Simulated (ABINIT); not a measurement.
# PbS (P-6m2) in ABINIT: notebook

The runs below take PbS through band structure, with LDA, PBEsol.

All numbers are computed with ABINIT 10.8.3 (patched build); they aren't measurements. Logs are shortened: lines on timing, memory, paths and dates and some standing lists are left out, and cuts for length are marked. The log counts tension as positive stress, the text compression.

### 1 Starting point

The structure is hexagonal, space group P-6m2 (No. 187). The conventional cell has a = 4.090 Å, b = 4.090 Å, c = 3.788 Å, α = 90.00°, β = 90.00°, γ = 120.00°. Pb (site symmetry -6m2) is surrounded by 6 S at 3.03 Å. S (site symmetry -6m2) has 6 Pb at 3.03 Å as nearest neighbours.

Measurements of this composition are mostly on another form, of space group No. 225.

### 2 Band structure, LDA

run.abi

```
ndtset 2

pp_dirpath "./"
pseudos "Pb.LDA_PW-JTH.xml, S.LDA_PW-JTH.xml"

acell 4.0896976867 4.0896976867 3.788167 Angstrom
rprim
     1.0000000000     0.0000000000     0.0000000000
    -0.5000000000     0.8660254038     0.0000000000
     0.0000000000     0.0000000000     1.0000000000
ntypat 2
znucl 82 16
natom 2
typat 1 2
xred
     0.0000000000     0.0000000000     0.0000000000
     0.6666666667     0.3333333333     0.5000000000

ecut 22.0
pawecutdg 44.0

ixc 7

occopt 3
tsmear 0.05 eV

nstep 100

iomode 3
prtwf 0
prteig 0
prtebands 0
prtden1 1

kptopt1 1
ngkpt1 8 8 7
nshiftk1 1
shiftk1 0.0 0.0 0.0
nband1 14
tolvrs1 1.0e-9

iscf2 -2
getden2 1
nband2 20
nbdbuf2 4
tolwfr2 1.0e-11
kptopt2 -7
ndivsm2 5
prteig2 1
kptbounds2
     0.0000000000     0.0000000000     0.0000000000
     0.5000000000     0.0000000000     0.0000000000
     0.3333333333     0.3333333333     0.0000000000
     0.0000000000     0.0000000000     0.0000000000
     0.0000000000     0.0000000000     0.5000000000
     0.5000000000     0.0000000000     0.5000000000
     0.3333333333     0.3333333333     0.5000000000
     0.0000000000     0.0000000000     0.5000000000
```

Potentials or basis: JTH PAW LDA v2.0.

The run is started by

```sh
> abinit run.abi > log 2>&1
```

run.abo:

```text
.Version 10.8.3 of ABINIT
 DATASET    1 : space group P-6 m 2 (#187); Bravais hP (primitive hexag.)
================================================================================
 Values of the parameters that define the memory need for DATASET  1.
     intxc =       0    ionmov =       0      iscf =      17    lmnmax =      18
     lnmax =       6     mgfft =      36  mpssoang =       3    mqgrid =    3001
     natom =       2  nloc_mem =       2    nspden =       1   nspinor =       1
    nsppol =       1      nsym =      12    n1xccc =       1    ntypat =       2
    occopt =       3   xclevel =       1
       mpw =        1844          nfft =       41472          nkpt =          40
 PAW method is used; the additional fine FFT grid is defined by:
   mgfftf=        48    nfftf =    103680
================================================================================
================================================================================

 DATASET    2 : space group P-6 m 2 (#187); Bravais hP (primitive hexag.)
================================================================================
 Values of the parameters that define the memory need for DATASET  2.
     intxc =       0    ionmov =       0      iscf =      -2    lmnmax =      18
     lnmax =       6     mgfft =      36  mpssoang =       3    mqgrid =    3001
     natom =       2  nloc_mem =       2    nspden =       1   nspinor =       1
    nsppol =       1      nsym =      12    n1xccc =       1    ntypat =       2
    occopt =       3   xclevel =       1
       mpw =        1839          nfft =       41472          nkpt =          57
 PAW method is used; the additional fine FFT grid is defined by:
   mgfftf=        48    nfftf =    103680
================================================================================
================================================================================

--------------------------------------------------------------------------------
------------- Echo of variables that govern the present computation ------------
--------------------------------------------------------------------------------
 -outvars: echo values of preprocessed input variables --------
            acell      7.7284085656E+00  7.7284085656E+00  7.1585981492E+00 Bohr
              amu      2.07200000E+02  3.20660000E+01
             ecut      2.20000000E+01 Hartree
           getden1          0
           getden2          1
             iscf1         17
             iscf2         -2
                       outvar_i_n : Printing only first  50 k-points.
              ixc           7
           jdtset        1    2
                       outvar_i_n : Printing only first  50 k-points.
           kptopt1          1
           kptopt2         -7
         kptrlatt        8    0    0      0    8    0      0    0    7
          kptrlen1     5.01101870E+01
          kptrlen2     3.00000000E+01
            natom           2
            nband1         14
            nband2         20
           nbdbuf1          0
           nbdbuf2          4
           ndtset           2
           ndivsm1          0
           ndivsm2          5
            ngfft          36      36      32
          ngfftdg          48      48      45
             nkpt1         40
             nkpt2         57
            nstep         100
             nsym          12
           ntypat           2
           occopt           3
        pawecutdg      4.40000000E+01 Hartree
        prtebands           0
           prteig1          0
           prteig2          1
            prtwf           0
            rprim      1.0000000000E+00  0.0000000000E+00  0.0000000000E+00
                      -5.0000000000E-01  8.6602540380E-01  0.0000000000E+00
                       0.0000000000E+00  0.0000000000E+00  1.0000000000E+00
           shiftk1     0.00000000E+00  0.00000000E+00  0.00000000E+00
           shiftk2     5.00000000E-01  5.00000000E-01  5.00000000E-01
          spgroup         187
           tolvrs1     1.00000000E-09
           tolvrs2     0.00000000E+00
           tolwfr1     0.00000000E+00
           tolwfr2     1.00000000E-11
           tsmear      1.83746611E-03 Hartree
[... 254 lines left out ...]
--------------------------------------------------------------------------------

================================================================================
 Non-SCF case, kpt    1 (  0.00000  0.00000  0.00000), residuals and eigenvalues=
  4.25E-12  3.39E-12  8.26E-12  4.27E-12  6.32E-12  6.09E-12  4.89E-12  8.33E-12
  4.07E-12  3.65E-12  1.13E-12  2.01E-12  3.29E-12  9.60E-12  7.37E-12  8.54E-12
  5.94E-11  6.56E-12  7.64E-11  1.01E-06
 -4.2237E-01 -4.2146E-01 -4.2146E-01 -4.1783E-01 -4.1783E-01 -2.8815E-01
 -4.6160E-02  1.1548E-01  1.3391E-01  1.3391E-01  3.1762E-01  3.1762E-01
  3.8575E-01  4.2817E-01  4.4694E-01  5.9687E-01  5.9687E-01  6.0951E-01
  6.0951E-01  6.7788E-01
 Non-SCF case, kpt    2 (  0.05556  0.00000  0.00000), residuals and eigenvalues=
  5.56E-12  3.00E-12  4.55E-12  2.30E-12  8.71E-12  3.94E-12  3.11E-12  5.73E-12
  6.19E-12  7.86E-12  4.24E-12  9.34E-12  4.78E-12  7.80E-12  2.99E-12  3.58E-12
[... 431 lines left out ...]
  2.79E-12  2.05E-12  5.74E-12  8.83E-12  9.80E-12  9.34E-12  9.61E-12  4.87E-12
  7.74E-12  1.74E-12  2.54E-12  7.56E-06
 -4.2115E-01 -4.2107E-01 -4.1967E-01 -4.1957E-01 -4.1785E-01 -2.4518E-01
 -1.3784E-01  1.4735E-01  1.5541E-01  1.8921E-01  2.3038E-01  3.2848E-01
  3.3157E-01  4.8232E-01  4.9657E-01  4.9927E-01  5.1907E-01  5.5027E-01
  5.6891E-01  6.6574E-01
 Non-SCF case, kpt   57 (  0.00000  0.00000  0.50000), residuals and eigenvalues=
  8.66E-12  8.39E-12  6.22E-12  6.06E-12  8.59E-12  3.99E-12  9.78E-12  1.72E-12
  5.39E-12  8.05E-12  1.22E-12  3.82E-12  5.58E-12  5.89E-12  4.47E-12  8.17E-12
  2.40E-12  4.03E-12  3.05E-12  5.76E-07
 -4.2114E-01 -4.2114E-01 -4.1955E-01 -4.1955E-01 -4.1790E-01 -2.4588E-01
 -1.3905E-01  1.5585E-01  1.5585E-01  1.9471E-01  2.2168E-01  3.3202E-01
  3.3202E-01  4.9381E-01  4.9381E-01  5.1344E-01  5.1344E-01  5.2523E-01
  5.5245E-01  6.6451E-01

--- !ResultsGS
iteration_state: {dtset: 2, }
comment   : Summary of ground state results
lattice_vectors:
- [  7.7284086,   0.0000000,   0.0000000, ]
- [ -3.8642043,   6.6929981,   0.0000000, ]
- [  0.0000000,   0.0000000,   7.1585981, ]
lattice_lengths: [   7.72841,    7.72841,    7.15860, ]
lattice_angles: [ 90.000,  90.000, 120.000, ] # degrees, (23, 13, 12)
lattice_volume:   3.7028725E+02
convergence: {deltae:  0.000E+00, res2:  0.000E+00, residm:  9.985E-12, diffor:  0.000E+00, }
etotal    :  -7.17934077E+01
entropy   :   0.00000000E+00
fermie    :   1.91869459E-01
cartesian_stress_tensor: null
pressure_GPa: null
xred      :
- [  0.0000E+00,   0.0000E+00,   0.0000E+00, Pb]
- [  6.6667E-01,   3.3333E-01,   5.0000E-01,  S]
cartesian_forces: null
force_length_stats: {min: null, max: null, mean: null, }
...

 Integrated electronic density in atomic spheres:
 ------------------------------------------------
 Atom  Sphere_radius  Integrated_density
    1        2.40264         11.30403377
    2        1.90380          3.51128737

================================================================================

 ----iterations are completed or convergence reached----

 Mean square residual over all n,k,spin=   54.478E-13; max=  99.853E-13
 reduced coordinates (array xred) for    2 atoms
       0.000000000000      0.000000000000      0.000000000000
       0.666666666667      0.333333333333      0.500000000000

 cartesian coordinates (angstrom) at end:
    1      0.00000000000000     0.00000000000000     0.00000000000000
    2      2.04484884335000     1.18059403018143     1.89408350000000
 length scales=  7.728408565622  7.728408565622  7.158598149202 bohr
              =  4.089697686700  4.089697686700  3.788167000000 angstroms
 Eigenvalues (hartree) for nkpt=  57  k points:
 kpt#   1, nband= 20, wtk=  1.00000, kpt=  0.0000  0.0000  0.0000 (reduced coord)
  -0.42237   -0.42146   -0.42146   -0.41783   -0.41783   -0.28815   -0.04616    0.11548
   0.13391    0.13391    0.31762    0.31762    0.38575    0.42817    0.44694    0.59687
   0.59687    0.60951    0.60951    0.67788
 kpt#   2, nband= 20, wtk=  1.00000, kpt=  0.0556  0.0000  0.0000 (reduced coord)
  -0.42233   -0.42149   -0.42139   -0.41787   -0.41784   -0.28723   -0.04815    0.11639
   0.13240    0.13404    0.31156    0.32013    0.38778    0.42453    0.45691    0.58765
   0.59445    0.60900    0.61280    0.68317
 kpt#   3, nband= 20, wtk=  1.00000, kpt=  0.1111  0.0000  0.0000 (reduced coord)
  -0.42225   -0.42157   -0.42119   -0.41798   -0.41787   -0.28453   -0.05392    0.11904
   0.12826    0.13429    0.29809    0.32715    0.39341    0.41467    0.48120    0.56952
   0.58877    0.60754    0.62053    0.68680
 kpt#   4, nband= 20, wtk=  1.00000, kpt=  0.1667  0.0000  0.0000 (reduced coord)
  -0.42217   -0.42163   -0.42087   -0.41814   -0.41790   -0.28016   -0.06287    0.12236
   0.12327    0.13425    0.28399    0.33740    0.40090    0.40130    0.50688    0.55855
   0.58290    0.60540    0.62760    0.68369
 kpt#   5, nband= 20, wtk=  1.00000, kpt=  0.2222  0.0000  0.0000 (reduced coord)
[... 197 lines left out ...]
   0.15132    0.15319    0.26821    0.29737    0.33608    0.44910    0.49248    0.51900
   0.56119    0.63199    0.64235    0.67574
 kpt#  55, nband= 20, wtk=  1.00000, kpt=  0.0667  0.0667  0.5000 (reduced coord)
  -0.42119   -0.42087   -0.41999   -0.41962   -0.41771   -0.24317   -0.13423    0.12959
   0.15398    0.17422    0.24860    0.31658    0.33229    0.46377    0.49164    0.50493
   0.53563    0.58830    0.60247    0.66943
 kpt#  56, nband= 20, wtk=  1.00000, kpt=  0.0333  0.0333  0.5000 (reduced coord)
  -0.42115   -0.42107   -0.41967   -0.41957   -0.41785   -0.24518   -0.13784    0.14735
   0.15541    0.18921    0.23038    0.32848    0.33157    0.48232    0.49657    0.49927
   0.51907    0.55027    0.56891    0.66574
 kpt#  57, nband= 20, wtk=  1.00000, kpt=  0.0000  0.0000  0.5000 (reduced coord)
  -0.42114   -0.42114   -0.41955   -0.41955   -0.41790   -0.24588   -0.13905    0.15585
   0.15585    0.19471    0.22168    0.33202    0.33202    0.49381    0.49381    0.51344
   0.51344    0.52523    0.55245    0.66451

== END DATASET(S) ==============================================================
================================================================================

 -outvars: echo values of variables after computation  --------
            acell      7.7284085656E+00  7.7284085656E+00  7.1585981492E+00 Bohr
           etotal1    -7.1793407728E+01
            fcart1     1.3936350286E-28  8.0461555892E-29 -0.0000000000E+00
                      -1.3936350286E-28 -8.0461555892E-29 -0.0000000000E+00
            rprim      1.0000000000E+00  0.0000000000E+00  0.0000000000E+00
                      -5.0000000000E-01  8.6602540380E-01  0.0000000000E+00
                       0.0000000000E+00  0.0000000000E+00  1.0000000000E+00
           strten1     1.3985612154E-04  1.3985612140E-04  1.6203473327E-04
                       0.0000000000E+00  0.0000000000E+00  0.0000000000E+00
           xangst      0.0000000000E+00  0.0000000000E+00  0.0000000000E+00
                       2.0448488434E+00  1.1805940302E+00  1.8940835000E+00
             xred      0.0000000000E+00  0.0000000000E+00  0.0000000000E+00
                       6.6666666667E-01  3.3333333333E-01  5.0000000000E-01
 Calculation completed.
```

Run time: 1.9 min. Hardware: 1 thread of Intel Xeon Platinum 8259CL at 2.50GHz (Skylake/Cascade Lake), shared host; peak memory 0.12 GiB.

Results:

```yaml
Free_energy: -1953.5981 eV
Pressure: -4.3 GPa
Band_gap_along_the_path: none (metal or under the smearing width)
Valence_electrons_inside_the_program's_atomic_spheres: Pb 11.30; S 3.51
```

Levels at the corners of the path, in eV from the Fermi level:
| point | band 6 | band 7 | band 8 | band 9 | band 10 | band 11 | band 12 | band 13 | band 14 | band 15 |
| --- | --- | --- | --- | --- | --- | --- | --- | --- | --- | --- |
| Γ | -13.06 | -6.48 | -2.08 | -1.58 | -1.58 | 3.42 | 3.42 | 5.28 | 6.43 | 6.94 |
| M | -11.93 | -8.49 | -2.62 | -1.80 | -1.07 | 1.91 | 3.88 | 5.23 | 5.40 | 10.97 |
| K | -11.74 | -8.61 | -4.09 | -0.91 | 0.19 | 1.80 | 3.51 | 3.75 | 8.20 | 8.45 |
| Γ | -13.06 | -6.48 | -2.08 | -1.58 | -1.58 | 3.42 | 3.42 | 5.28 | 6.43 | 6.94 |
| A | -11.91 | -9.00 | -0.98 | -0.98 | 0.08 | 0.81 | 3.81 | 3.81 | 8.22 | 8.22 |
| L | -11.27 | -7.44 | -4.02 | -3.99 | -1.30 | 2.09 | 2.75 | 2.77 | 8.17 | 10.59 |
| H | -11.19 | -7.15 | -4.04 | -3.90 | -2.20 | -0.39 | 4.18 | 5.79 | 7.64 | 10.76 |
| A | -11.91 | -9.00 | -0.98 | -0.98 | 0.08 | 0.81 | 3.81 | 3.81 | 8.22 | 8.22 |

Caveat: spin-orbit coupling is left out, which moves the levels of the heavy elements.

(Part 1 of 2 ends here.)
